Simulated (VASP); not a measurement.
# SnO2 (P4_2/mnm) in VASP: settings compared

The runs below take SnO2 through relaxation of cell and atoms, with PBE, PBEsol.

All numbers are computed with VASP 6.6.1; they aren't measurements. Logs are shortened: lines on timing, memory, paths and dates and some standing lists are left out, and cuts for length are marked.

## (1) Starting point

Symmetry: P4_2/mnm, No. 136, tetragonal system. The conventional cell has a = 4.765 Å, b = 4.765 Å, c = 3.207 Å, α = 90.00°, β = 90.00°, γ = 90.00°. Around Sn (site symmetry mmm) lie 6 O at 2.06 to 2.07 Å. Around O (site symmetry m2m) lie 3 Sn at 2.06 to 2.07 Å.

The cell is a database's computed one.

## (2) Relaxation of cell and atoms, PBE

INCAR reads:

```
ALGO = Fast ; EDIFF = 1E-6
EDIFFG = -0.005 ; ENCUT = 600
GGA = PE ; IBRION = 2
ISIF = 3 ; ISMEAR = 0
KPAR = 2 ; LASPH = T
LCHARG = F ; LREAL = F
LWAVE = F ; NELM = 60
NSW = 60 ; PREC = Accurate
SIGMA = 0.02
```

KPOINTS reads:

```
k-points
0
Gamma
  7 7 10
```

POSCAR reads:

```
SnO2
1.0
    4.7648180400      0.0000000000      0.0000000000
    0.0000000000      4.7648180400      0.0000000000
    0.0000000000      0.0000000000      3.2074997700
Sn O
2 4
Direct
    0.5000000000      0.5000000000      0.5000000000
    0.0000000000      0.0000000000      0.0000000000
    0.1940277000      0.8059723000      0.5000000000
    0.8059723000      0.1940277000      0.5000000000
    0.3059723000      0.3059723000      0.0000000000
    0.6940277000      0.6940277000      0.0000000000
```

Potentials or basis: VASP PAW PBE potentials, release 64 (Sn_d, O).

Started as:

```console
cat potpaw_PBE.64/Sn_d/POTCAR potpaw_PBE.64/O/POTCAR > POTCAR
mpirun -np 2 vasp_std > vasp.out
```

OUTCAR:

```text
EDIFF = 1E-6
   EDIFFG = -0.005
   ENCUT = 600
   GGA = PE
   IBRION = 2
   ISIF = 3
   ISMEAR = 0
   LASPH = T
   LREAL = F
   NELM = 60
   NSW = 60
   PREC = Accurate

 ion  position               nearest neighbor table
   1  0.500  0.500  0.500-   3 2.06   4 2.06   5 2.07   6 2.07   5 2.07   6 2.07   2 3.73   2 3.73
                             2 3.73   2 3.73   2 3.73   2 3.73   2 3.73   2 3.73
   2  0.000  0.000  0.000-   5 2.06   6 2.06   3 2.07   4 2.07   3 2.07   4 2.07   1 3.73   1 3.73
                             1 3.73   1 3.73   1 3.73   1 3.73   1 3.73   1 3.73
   3  0.194  0.806  0.500-   1 2.06   2 2.07   2 2.07
   4  0.806  0.194  0.500-   1 2.06   2 2.07   2 2.07
   5  0.306  0.306  0.000-   2 2.06   1 2.07   1 2.07
   6  0.694  0.694  0.000-   2 2.06   1 2.07   1 2.07

  LATTYP: Found a simple tetragonal cell.
 ALAT       =     4.7648180400
 C/A-ratio  =     0.6731631183

  Lattice vectors:

 A1 = (   4.7648180400,   0.0000000000,   0.0000000000)
 A2 = (   0.0000000000,   4.7648180400,   0.0000000000)
 A3 = (   0.0000000000,   0.0000000000,   3.2074997700)

Analysis of symmetry for initial positions (statically):
=====================================================================
 Subroutine PRICEL returns:
 Original cell was already a primitive cell.

 Routine SETGRP: Setting up the symmetry group for a
 simple tetragonal supercell.

 Subroutine GETGRP returns: Found 16 space group operations
 (whereof  8 operations were pure point group operations)
 out of a pool of 16 trial point group operations.

The static configuration has the point symmetry D_2h.
 The point group associated with its full space group is D_4h.

Analysis of symmetry for dynamics (positions and initial velocities):
=====================================================================
 Subroutine PRICEL returns:
 Original cell was already a primitive cell.

 Routine SETGRP: Setting up the symmetry group for a
 simple tetragonal supercell.

 Subroutine GETGRP returns: Found 16 space group operations
 (whereof  8 operations were pure point group operations)
 out of a pool of 16 trial point group operations.

The dynamic configuration has the point symmetry D_2h.
 The point group associated with its full space group is D_4h.

 Subroutine INISYM returns: Found 16 space group operations
 (whereof  8 operations are pure point group operations),
 and found     1 'primitive' translations

----------------------------------------------------------------------------------------

[... 121 lines left out ...]
  volume/ion in A,a.u.               =      12.14        81.90
  Fermi-wavevector in a.u.,A,eV,Ry     =   1.463265  2.765169 29.132021  2.141143
  Thomas-Fermi vector in A             =   2.579380
   LORBIT       =      0    0 simple, 1 ext, 2 COOP (PROOUT), +10 PAW based schemes
   GGA     = PE    functional components
   LHFCALC =     F    Hartree Fock is set to
   AEXX    =    0.0000 exact exchange contribution
   IVDW    =     0    specifies the selected vdW correction
   LEPSILON=     F    determine dielectric tensor
   LRPA    =     F    only Hartree local field effects (RPA)
 conjugate gradient relaxation of ions
 non-spin polarized calculation
 RMM-DIIS sequential band-by-band and
 Gauss-broadening in eV      SIGMA  =   0.02
  energy-cutoff  :      600.00
  volume of cell :       72.82
 maximum number of plane-waves:      2457
 NGX is ok and might be reduce to    40
   NGX = 19   NGY = 19   NGZ = 13

--------------------------------------- Ionic step        1  -------------------------------------------

 number of electron      52.0000006 magnetization

 Free energy of the ion-electron system (eV)
  ---------------------------------------------------
  ext. energy  EPLUGINS =         0.00000000
  ---------------------------------------------------
  free energy    TOTEN  =       -37.25408847 eV

  energy without entropy =      -37.25408847  energy(sigma->0) =      -37.25408847

------------------------ aborting loop because EDIFF is reached ----------------------------------------

  FORCE on cell =-STRESS in cart. coord.  units (eV):
  Direction    XX          YY          ZZ          XY          YZ          ZX
  --------------------------------------------------------------------------------------
  -------------------------------------------------------------------------------------
  Total        3.0952132      3.0952132      3.7473383      0.0000000      0.0000000      0.0000000
  in kB       68.0991787     68.0991787     82.4468768      0.0000000      0.0000000      0.0000000
  external PRESSURE =      72.8817448 kB  Pullay stress =       0.0000000 kB
[... 101 lines left out ...]
  FREE ENERGIE OF THE ION-ELECTRON SYSTEM (eV)
  ---------------------------------------------------
  free  energy   TOTEN  =       -37.3128844224 eV

  energy  without entropy=      -37.3128844224  energy(sigma->0) =      -37.31288442

[... ionic steps 4 to 11 ...]

--------------------------------------- Ionic step       12  -------------------------------------------

 number of electron      52.0000001 magnetization

------------------------ aborting loop because EDIFF is reached ----------------------------------------
[... 75 lines left out ...]
--------------------------------------- Ionic step       14  -------------------------------------------

 number of electron      52.0000001 magnetization

 Free energy of the ion-electron system (eV)
  ---------------------------------------------------
  ext. energy  EPLUGINS =         0.00000000
  ---------------------------------------------------
  free energy    TOTEN  =       -37.31472273 eV

  energy without entropy =      -37.31472273  energy(sigma->0) =      -37.31472273

 E-fermi :   5.5907     XC(G=0): -10.9638

 val. band max:        5.5034297409   @ k =   0.0000   0.0000   0.0000
 cond. band min:       6.1435095257   @ k =   0.0000   0.0000   0.0000
 fundamental gap:      0.6400797848
 Fermi energy:         5.5906626557

 k-point     1 :       0.0000    0.0000    0.0000
  band No.  band energies     occupation
      1     -15.5286      2.00000
      2     -14.8684      2.00000
      3     -14.6801      2.00000
      4     -14.6525      2.00000
      5     -14.6525      2.00000
      6     -14.5884      2.00000
[... 805 lines left out ...]
     30      13.4651      0.00000
     31      14.5726      0.00000

 [... further k-points ...]
[... 5 lines left out ...]
  --------------------------------------------------------------------------------------
  -------------------------------------------------------------------------------------
  Total        0.0053848      0.0053848      0.0068298     -0.0000000      0.0000000      0.0000000
  in kB        0.1140543      0.1140543      0.1446609     -0.0000000      0.0000000      0.0000000
  external PRESSURE =       0.1242565 kB  Pullay stress =       0.0000000 kB
[... 21 lines left out ...]
  FREE ENERGIE OF THE ION-ELECTRON SYSTEM (eV)
  ---------------------------------------------------
  free  energy   TOTEN  =       -37.3147227257 eV

  energy  without entropy=      -37.3147227257  energy(sigma->0) =      -37.31472273

 reached required accuracy - stopping structural energy minimisation
```

OSZICAR:

```text
N       E                     dE             d eps       ncg     rms          rms(c)
DAV:   1     0.692723127654E+03    0.69272E+03   -0.28701E+04  4029   0.286E+03
DAV:   2     0.633590636481E+02   -0.62936E+03   -0.60729E+03  4166   0.737E+02
[... 103 lines left out ...]
  13 F= -.37314710E+02 E0= -.37314710E+02  d E =-.341186E-04
       N       E                     dE             d eps       ncg     rms          rms(c)
DAV:   1    -0.373147540661E+02   -0.43435E-04   -0.58341E-03  3805   0.660E-01    0.451E-02
RMM:   2    -0.373147304244E+02    0.23642E-04   -0.13727E-04  4258   0.104E-01    0.229E-02
RMM:   3    -0.373147222059E+02    0.82185E-05   -0.42690E-05  4353   0.588E-02    0.606E-03
RMM:   4    -0.373147227257E+02   -0.51978E-06   -0.83878E-06  4267   0.240E-02
  14 F= -.37314723E+02 E0= -.37314723E+02  d E =-.123637E-04
```

CONTCAR:

```text
SnO2
   1.00000000000000
     4.8303018654520855   -0.0000000000000000    0.0000000000000000
     0.0000000000000000    4.8303018654520855    0.0000000000000000
     0.0000000000000000    0.0000000000000000    3.2420350120620354
  Sn              O
     2     4
Direct
     0.5000000000000000    0.5000000000000000    0.5000000000000000
     1.0000000000000000    1.0000000000000000    1.0000000000000000
     0.1934719972760465    0.8065280027239535    0.5000000000000000
     0.8065280027239535    0.1934719972760465    0.5000000000000000
     0.3065280027239534    0.3065280027239534    0.0000000000000000
     0.6934719972760465    0.6934719972760465    1.0000000000000000

  0.00000000E+00  0.00000000E+00  0.00000000E+00
  0.00000000E+00  0.00000000E+00  0.00000000E+00
  0.00000000E+00  0.00000000E+00  0.00000000E+00
  0.00000000E+00  0.00000000E+00  0.00000000E+00
  0.00000000E+00  0.00000000E+00  0.00000000E+00
  0.00000000E+00  0.00000000E+00  0.00000000E+00
```

Wall time 4.3 min (2 MPI ranks of Intel Xeon 6975P-C (Granite Rapids), shared host); peak memory 0.29 GiB.

What came out:

| Item | Value |
| --- | --- |
| Free energy | -37.3147 eV |
| Relaxed volume | 12.61 Å³/atom |
| Relaxed cell | a = 4.830 Å, b = 4.830 Å, c = 3.242 Å, α = 90.00°, β = 90.00°, γ = 90.00° |
| Space group after relaxing (to 0.05 Å) | P4_2/mnm (No. 136) |
| Energy gained by relaxing | 10.1 meV/atom |
| Ionic steps | 14 |
| Pressure after relaxing | 0.0 GPa |
| Band gap on the k mesh | 0.64 eV, direct |

Forces on the atoms (eV/Å):
```
Sn   0.000  0.000  0.000
Sn   0.000  0.000  0.000
O   -0.002  0.002  0.000
O    0.002 -0.002  0.000
O    0.002  0.002  0.000
O   -0.002 -0.002  0.000
```

Step by step:
```csv
step,energy change (eV),largest force (eV/Å),pressure (GPa),volume (Å³)
1,0.0000,0.0409,7.29,72.82
2,0.0190,0.2362,-6.99,78.80
3,-0.0588,0.1008,0.04,75.50
4,-0.0588,0.0982,0.19,75.45
5,-0.0605,0.0095,0.09,75.56
6,-0.0606,0.0102,0.09,75.59
7,-0.0606,0.0114,0.09,75.59
8,-0.0606,0.0161,0.10,75.60
9,-0.0606,0.0040,-0.13,75.69
10,-0.0606,0.0083,-0.02,75.66
11,-0.0606,0.0066,-0.06,75.67
12,-0.0606,0.0072,-0.07,75.66
13,-0.0606,0.0075,-0.06,75.66
14,-0.0606,0.0022,0.01,75.64
```

Final structure:
```
Sn O
1.0
     4.83030    0.00000    0.00000
     0.00000    4.83030    0.00000
     0.00000    0.00000    3.24204
Sn O
2 4
Direct
  0.50000 0.50000 0.50000
  0.00000 0.00000 0.00000
  0.19347 0.80653 0.50000
  0.80653 0.19347 0.50000
  0.30653 0.30653 0.00000
  0.69347 0.69347 0.00000
```

Caveat: spin-orbit coupling is left out, which moves the levels of the heavy elements. A hybrid or GW would open this gap; PBE tends to underestimate it.

## (3) Relaxation of cell and atoms, PBEsol

INCAR reads:

```
SYSTEM = SnO2
PREC = Accurate
ENCUT = 600
EDIFF = 1E-6
ISMEAR = 0
SIGMA = 0.02
LREAL = .FALSE.
LASPH = .TRUE.
NELM = 100
ALGO = Normal
ISIF = 3
LWAVE = .FALSE.
LCHARG = .FALSE.
GGA = PS
IBRION = 2
NSW = 60
EDIFFG = -0.02
KPAR = 2
```

KPOINTS reads:

```
Automatic mesh
0
G
  3 3 4
  0 0 0
```

POSCAR is that of step 2.

Potentials or basis: VASP PAW PBE potentials, release 64 (Sn_d, O).

Started as:

```console
cat potpaw_PBE.64/Sn_d/POTCAR potpaw_PBE.64/O/POTCAR > POTCAR
mpirun -np 2 vasp_std > vasp.out
```

Wall time 65 s (2 MPI ranks of Intel Xeon Platinum 8488C (Sapphire Rapids), shared host); peak memory 0.21 GiB.

The run converged. Its results:

```
Free energy                            : -39.6626 eV
Relaxed volume                         : 12.20 Å³/atom
Relaxed cell                           : a = 4.770 Å, b = 4.770 Å, c = 3.216 Å, α = 90.00°, β = 90.00°, γ = 90.00°
Space group after relaxing (to 0.05 Å) : P4_2/mnm (No. 136)
Energy gained by relaxing              : 0.2 meV/atom
Ionic steps                            : 5
Pressure after relaxing                : 0.0 GPa
Band gap on the k mesh                 : 0.89 eV, direct
```

The path:
```
step  energy change (eV)  largest force (eV/Å)  pressure (GPa)  volume (Å³)
   1              0.0000                0.0172            0.96        72.82
   2              0.0003                0.0410           -1.16        73.59
   3             -0.0012                0.0290           -0.05        73.19
   4             -0.0012                0.0290           -0.03        73.18
   5             -0.0013                0.0015            0.00        73.18
```

Final structure:
```
Sn O
1.0
     4.77045    0.00000    0.00000
     0.00000    4.77045    0.00000
     0.00000    0.00000    3.21570
Sn O
2 4
Direct
  0.50000 0.50000 0.50000
  0.00000 0.00000 0.00000
  0.19378 0.80622 0.50000
  0.80622 0.19378 0.50000
  0.30622 0.30622 0.00000
  0.69378 0.69378 0.00000
```

Levels at points of the mesh, in eV from the valence-band top:
```
           k point  band 24  band 25  band 26  band 27  band 28  band 29
(0.00, 0.00, 0.00)    -0.78    -0.78     0.00     0.89     5.82     6.02
(0.00, 0.00, 0.50)    -1.64    -1.24    -1.24     5.84     5.84     9.42
```

Caveat: the k mesh is coarse (spacing up to 0.49 Å⁻¹), so the values aren't converged; the PAW data sets were made with another functional, which shifts forces and pressure a little; spin-orbit coupling is left out, which moves the levels of the heavy elements. As with any semilocal functional, this PBEsol gap is likely too small.
